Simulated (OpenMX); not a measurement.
The system is ZnCu.

```xyz
2
Lattice="2.9450 0.0000 0.0000 0.0000 2.9450 0.0000 0.0000 0.0000 2.9450" Properties=species:S:1:pos:R:3 pbc="T T T"
Zn    1.4725    1.4725    1.4725
Cu    0.0000    0.0000    0.0000
```

* Program: OpenMX 3.8.5
* Task: single point
* Functional: PBE
* Potentials or basis: OpenMX 2013 PBE set, Zn6.0H-s3p2d2, Cu6.0H-s3p2d2, grid cutoff 500 Ry
* k mesh: 9 × 9 × 9
* Occupations: fermi-dirac, width 0.05 eV
* Spin: no spin polarisation

On this cell: pressure 4.7 GPa; largest force zero by symmetry; band gap on the k mesh none (metal or under the smearing width).

The same run follows on a disturbed copy (atoms moved at random, drawn with an rms of 0.05 Å):

```
Zn Cu
1.0
     2.94500    0.00000    0.00000
     0.00000    2.94500    0.00000
     0.00000    0.00000    2.94500
Zn Cu
1 1
Direct
  0.51110 0.50424 0.49528
  0.97717 0.99097 0.00355
```

Q: What changes?

A: The energy (extrapolated to zero smearing) moves by +14.4 meV/atom; pressure 5.6 GPa; largest force 0.558 eV/Å; band gap on the k mesh none (metal or under the smearing width).

Forces in eV/Å, atoms in the order of the input:
```
Zn  -0.505 -0.210  0.114
Cu   0.504  0.186 -0.133
```

Caveats: the basis of atomic orbitals isn't converged, which shifts pressures, moduli and gaps.
